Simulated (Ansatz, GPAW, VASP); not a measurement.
**One calculation of W, 4 ways**

```
W
1.0
    -1.58234    1.58234    1.58234
     1.58234   -1.58234    1.58234
     1.58234    1.58234   -1.58234
W
1
Cartesian
  0.0000 0.0000 0.0000
```

Alike in all runs: task single point; functional RPBE; k mesh 12 × 12 × 12; occupations gaussian, width 0.05 eV; no spin polarisation; no spin-orbit coupling. Pressure is positive in compression and, in plane waves, holds the error of the finite cutoff, which Ansatz's Pulay term estimates and takes out.

| program and potentials | plane-wave cutoff (eV) | notes | band gap (eV) | pressure (GPa) |
| --- | --- | --- | --- | --- |
| Ansatz, Ansatz PAW | 420 | potentials made for PBE, which Ansatz adapts in part; Pulay term of +0.09 GPa included | no gap | 9.85 |
| VASP, PBE PAW files W_sv, release 54, 520 eV | 520 | potentials made for PBE | no gap | 10.44 |
| Ansatz, all-electron LAPW, scalar-relativistic | - | - | ? | ? |
| GPAW, the program's PAW data sets (release 1.2.1) made for this functional | 600 | - | no gap | 10.05 |

Task: Estimate from the other rows what the run with Ansatz, all-electron LAPW, scalar-relativistic gave.

Result: No band gap; pressure 9.94 GPa. The other rows, which needn't bracket it: pressure 9.85 to 10.44.
